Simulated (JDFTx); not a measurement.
# W (Im-3m) in JDFTx: reference runs, part 2 of 2

JDFTx 1.7.0 (patched build). The steps go on from the part before.

## (4) Equation of state, PBE, 14.90 Å³/atom (volume scaled by 0.94)

The input, W.in:

```
lattice \
   -2.9291570938     2.9291570938     2.9291570938 \
    2.9291570938    -2.9291570938     2.9291570938 \
    2.9291570938     2.9291570938    -2.9291570938
coords-type Lattice
ion W      0.0000000000     0.0000000000     0.0000000000 1

ion-species pseudo/W.upf
elec-cutoff 37
elec-ex-corr gga-PBE
kpoint-folding 12 12 12
elec-smearing Fermi 0.0018374661
elec-n-bands 13
electronic-SCF nIterations 100 energyDiffThreshold 1e-08
electronic-minimize nIterations 30 energyDiffThreshold 1e-7
forces-output-coords Cartesian

dump-name run.$VAR
dump End Ecomponents EigStats BandEigs Kpoints Forces Stress ElecDensity Dtot KEdensity
```

Potentials or basis: PseudoDojo-SR-PBE-0.5-standard.

On the command line:

```
$ jdftx -c 1 -i W.in -o W.out
```

Output:

```text
*************** JDFTx 1.7.0 (patched build) ***************

[... 9 lines left out ...]
---------- Initializing the Grid ----------
R =
[     -2.92916      2.92916      2.92916  ]
[      2.92916     -2.92916      2.92916  ]
[      2.92916      2.92916     -2.92916  ]
unit cell volume = 100.528
G =
[ 1.21795e-17    1.07252    1.07252  ]
[    1.07252 1.21795e-17    1.07252  ]
[    1.07252    1.07252 1.21795e-17  ]
Minimum fftbox size, Smin = [  28  28  28  ]
Chosen fftbox size, S = [  28  28  28  ]

---------- Exchange Correlation functional ----------
Initalized PBE GGA exchange.
Initalized PBE GGA correlation.

---------- Setting up pseudopotentials ----------
Width of ionic core gaussian charges (only for fluid interactions / plotting) set to 0

Reading pseudopotential file 'pseudo/W.upf':
  'W' pseudopotential, 'PBE' functional
  Generated using ONCVPSP code by D. R. Hamann
  14 valence electrons, 4 orbitals, 8 projectors, 1001 radial grid points, with lMax = 3
    5S    l: 0   occupation:  2.0   eigenvalue: -2.905892
    5P    l: 1   occupation:  6.0   eigenvalue: -1.587650
    5D    l: 2   occupation:  4.0   eigenvalue: -0.164649
    6S    l: 0   occupation:  2.0   eigenvalue: -0.209951
  Core radius for overlap checks: 2.00 bohrs.

Initialized 1 species with 1 total atoms.

Folded 1 k-points by 12x12x12 to 1728 k-points.

---------- Setting up k-points, bands, fillings ----------
Reduced to 72 k-points under symmetry.
[... 32 lines left out ...]
	FillingsUpdate:  mu: +0.888898593  nElectrons: 14.000000
SCF: Cycle:  1   F: -69.020857500013761   dF: -6.565e-04   |Residual|: 1.099e-02   |deigs|: 7.895e-03
	FillingsUpdate:  mu: +0.887564229  nElectrons: 14.000000
SCF: Cycle:  2   F: -69.020936804827869   dF: -7.930e-05   |Residual|: 2.185e-03   |deigs|: 3.224e-03
	FillingsUpdate:  mu: +0.887709055  nElectrons: 14.000000
SCF: Cycle:  3   F: -69.020938666714684   dF: -1.862e-06   |Residual|: 4.884e-04   |deigs|: 6.556e-04
	FillingsUpdate:  mu: +0.887650525  nElectrons: 14.000000
SCF: Cycle:  4   F: -69.020939303018835   dF: -6.363e-07   |Residual|: 1.038e-04   |deigs|: 3.748e-04
	FillingsUpdate:  mu: +0.887639135  nElectrons: 14.000000
SCF: Cycle:  5   F: -69.020939422101193   dF: -1.191e-07   |Residual|: 3.420e-05   |deigs|: 2.912e-04
	FillingsUpdate:  mu: +0.887642804  nElectrons: 14.000000
SCF: Cycle:  6   F: -69.020939465761288   dF: -4.366e-08   |Residual|: 1.544e-05   |deigs|: 6.155e-04
	FillingsUpdate:  mu: +0.887643776  nElectrons: 14.000000
SCF: Cycle:  7   F: -69.020939473450113   dF: -7.689e-09   |Residual|: 1.388e-05   |deigs|: 4.099e-04
	FillingsUpdate:  mu: +0.887642850  nElectrons: 14.000000
SCF: Cycle:  8   F: -69.020939476520965   dF: -3.071e-09   |Residual|: 9.763e-07   |deigs|: 6.988e-04
SCF: Converged (|Delta E|<1.000000e-08 for 2 iters).

Setting wave functions to eigenvectors of Hamiltonian

# Stress tensor in Cartesian coordinates [Eh/a0^3]:
[ -0.000965268            0            0  ]
[            0 -0.000965268            0  ]
[            0            0 -0.000965268  ]

# Ionic positions in lattice coordinates:
ion W   0.000000000000000   0.000000000000000   0.000000000000000 1

# Forces in Cartesian coordinates:
force W  -0.000000000000000  -0.000000000000000   0.000000000000000 1

# Energy components:
   Eewald =      -60.8784142726143713
       EH =        7.5937333784345711
     Eloc =      -39.0130413461270393
      Enl =       12.6201059363003285
      Exc =      -16.6299665932490051
 Exc_core =        6.8282711752871137
       KE =       20.4585606935499555
-------------------------------------
     Etot =      -69.0207510284184451
       TS =        0.0001884481025233
-------------------------------------
        F =      -69.0209394765209652

IonicMinimize: Iter:   0  F: -69.020939476520965  |grad|_K:  0.000e+00
IonicMinimize: Converged (|grad|_K<1.000000e-04).

#--- Lowdin population analysis ---
# oxidation-state W +0.126

Dumping 'run.eigStats' ...
	eMin: -1.834949 at state 0 ( [ +0.000000 +0.000000 +0.000000 ] spin 0 )
	HOMO: +0.886816 at state 46 ( [ +0.166667 +0.166667 -0.166667 ] spin 0 )
	mu  : +0.887643
	LUMO: +0.889108 at state 11 ( [ +0.000000 +0.083333 +0.416667 ] spin 0 )
	eMax: +1.704818 at state 4 ( [ +0.000000 +0.000000 +0.333333 ] spin 0 )
	HOMO-LUMO gap: +0.002293
	Optical gap  : +0.022455 at state 59 ( [ +0.250000 +0.333333 -0.333333 ] spin 0 )
Done!
```

Run time: 32 s. Hardware: 1 thread of Arm Neoverse V1, shared host; peak memory 0.09 GiB.

What came out:

```
Free energy            : -1878.1554 eV
Pressure               : 28.4 GPa
Band gap on the k mesh : none (metal or under the smearing width)
```

## (5) Equation of state, PBE, 15.21 Å³/atom (volume scaled by 0.96)

The input, W.in:

```
lattice \
   -2.9497856403     2.9497856403     2.9497856403 \
    2.9497856403    -2.9497856403     2.9497856403 \
    2.9497856403     2.9497856403    -2.9497856403
coords-type Lattice
ion W      0.0000000000     0.0000000000     0.0000000000 1

ion-species pseudo/W.upf
elec-cutoff 37
elec-ex-corr gga-PBE
kpoint-folding 12 12 12
elec-smearing Fermi 0.0018374661
elec-n-bands 13
electronic-SCF nIterations 100 energyDiffThreshold 1e-08
electronic-minimize nIterations 30 energyDiffThreshold 1e-7
forces-output-coords Cartesian

dump-name run.$VAR
dump End Ecomponents EigStats BandEigs Kpoints Forces Stress
```

On the command line:

```
$ jdftx -c 1 -i W.in -o W.out
```

Wall time 31 s (1 thread of Arm Neoverse V1, shared host); peak memory 0.09 GiB.

Results (log left out):

| Item | Value |
| --- | --- |
| Free energy | -1878.2035 eV |
| Pressure | 20.2 GPa |
| Band gap on the k mesh | none (metal or under the smearing width) |

## (6) Equation of state, PBE, 15.53 Å³/atom (volume scaled by 0.98)

W.in: that of step 5 with these lines changed.

```diff
@@ -1,5 +1,5 @@
 lattice \
-   -2.9497856403     2.9497856403     2.9497856403 \
-    2.9497856403    -2.9497856403     2.9497856403 \
-    2.9497856403     2.9497856403    -2.9497856403
+   -2.9701296324     2.9701296324     2.9701296324 \
+    2.9701296324    -2.9701296324     2.9701296324 \
+    2.9701296324     2.9701296324    -2.9701296324
 coords-type Lattice
```

Potentials or basis: PseudoDojo-SR-PBE-0.5-standard.

On the command line:

```
$ jdftx -c 1 -i W.in -o W.out
```

Wall time 29 s (1 thread of Arm Neoverse V1, shared host); peak memory 0.09 GiB.

Results (log left out):

```
Free energy            : -1878.2361 eV
Pressure               : 12.7 GPa
Band gap on the k mesh : none (metal or under the smearing width)
```

## (7) Equation of state, PBE, 15.85 Å³/atom

W.in: that of step 6 with these lines changed.

```diff
@@ -1,5 +1,5 @@
 lattice \
-   -2.9701296324     2.9701296324     2.9701296324 \
-    2.9701296324    -2.9701296324     2.9701296324 \
-    2.9701296324     2.9701296324    -2.9701296324
+   -2.9901986847     2.9901986847     2.9901986847 \
+    2.9901986847    -2.9901986847     2.9901986847 \
+    2.9901986847     2.9901986847    -2.9901986847
 coords-type Lattice
```

On the command line:

```
$ jdftx -c 1 -i W.in -o W.out
```

Wall time 29 s (1 thread of Arm Neoverse V1, shared host); peak memory 0.09 GiB.

The run converged. Its results:

```
Free energy            : -1878.2546 eV
Pressure               : 5.9 GPa
Band gap on the k mesh : none (metal or under the smearing width)
```

## (8) Equation of state, PBE, 16.16 Å³/atom (volume scaled by 1.02)

W.in: that of step 7 with these lines changed.

```diff
@@ -1,5 +1,5 @@
 lattice \
-   -2.9901986847     2.9901986847     2.9901986847 \
-    2.9901986847    -2.9901986847     2.9901986847 \
-    2.9901986847     2.9901986847    -2.9901986847
+   -3.0100019022     3.0100019022     3.0100019022 \
+    3.0100019022    -3.0100019022     3.0100019022 \
+    3.0100019022     3.0100019022    -3.0100019022
 coords-type Lattice
```

On the command line:

```
$ jdftx -c 1 -i W.in -o W.out
```

It took 29 s on 1 thread of Arm Neoverse V1, shared host; peak memory 0.1 GiB.

The run converged. Its results:

```yaml
Free_energy: -1878.2603 eV
Pressure: -0.3 GPa
Band_gap_on_the_k_mesh: none (metal or under the smearing width)
```

## (9) Equation of state, PBE, 16.48 Å³/atom (volume scaled by 1.04)

W.in: that of step 8 with these lines changed.

```diff
@@ -1,5 +1,5 @@
 lattice \
-   -3.0100019022     3.0100019022     3.0100019022 \
-    3.0100019022    -3.0100019022     3.0100019022 \
-    3.0100019022     3.0100019022    -3.0100019022
+   -3.0295479166     3.0295479166     3.0295479166 \
+    3.0295479166    -3.0295479166     3.0295479166 \
+    3.0295479166     3.0295479166    -3.0295479166
 coords-type Lattice
```

Potentials or basis: PseudoDojo-SR-PBE-0.5-standard.

On the command line:

```
$ jdftx -c 1 -i W.in -o W.out
```

It took 30 s on 1 thread of Arm Neoverse V1, shared host; peak memory 0.1 GiB.

It converged, with:

```
Free energy            : -1878.2542 eV
Pressure               : -5.9 GPa
Band gap on the k mesh : none (metal or under the smearing width)
```

## (10) Equation of state, PBE, 16.80 Å³/atom (volume scaled by 1.06)

W.in: that of step 9 with these lines changed.

```diff
@@ -1,5 +1,5 @@
 lattice \
-   -3.0295479166     3.0295479166     3.0295479166 \
-    3.0295479166    -3.0295479166     3.0295479166 \
-    3.0295479166     3.0295479166    -3.0295479166
+   -3.0488449205     3.0488449205     3.0488449205 \
+    3.0488449205    -3.0488449205     3.0488449205 \
+    3.0488449205     3.0488449205    -3.0488449205
 coords-type Lattice
```

On the command line:

```
$ jdftx -c 1 -i W.in -o W.out
```

Wall time 30 s (1 thread of Arm Neoverse V1, shared host); peak memory 0.1 GiB.

Results (log left out):

| Quantity | Value |
| --- | --- |
| Free energy | -1878.2376 eV |
| Pressure | -11.0 GPa |
| Band gap on the k mesh | none (metal or under the smearing width) |

## (11) Equation of state, PBE

Potentials or basis: PseudoDojo-SR-PBE-0.5-standard.

This step only gathers the single runs of the series.

Results:

| Quantity | Value |
| --- | --- |
| Equilibrium volume | 16.15 Å³/atom |
| Bulk modulus | 301 GPa |
| Pressure derivative of the bulk modulus | 3.8 |

Energy against volume, from the lowest point:
```
volume (Å³/atom)  energy (meV/atom)
          14.897             104.81
          15.214              56.71
          15.531              24.12
          15.848               5.65
          16.165               0.00
          16.482               6.02
          16.798              22.64
```

## (12) The runs side by side

```tsv
task	cell	further solve for the empty bands	gap on the mesh (eV)	pressure (GPa)
single point	as given	yes	none	5.9
single point	cell strained at random at fixed volume	yes	none	6.1
equation of state	as given	-	-	-
```

Alike in all rows: level PBE; potentials or basis PseudoDojo-SR-PBE-0.5-standard; no spin polarisation; k mesh 12 × 12 × 12; cutoff (eV) 1007; smearing fermi-dirac 0.05 eV.

Total energies depend on the potentials used, so only differences within one code and one set of settings carry meaning.
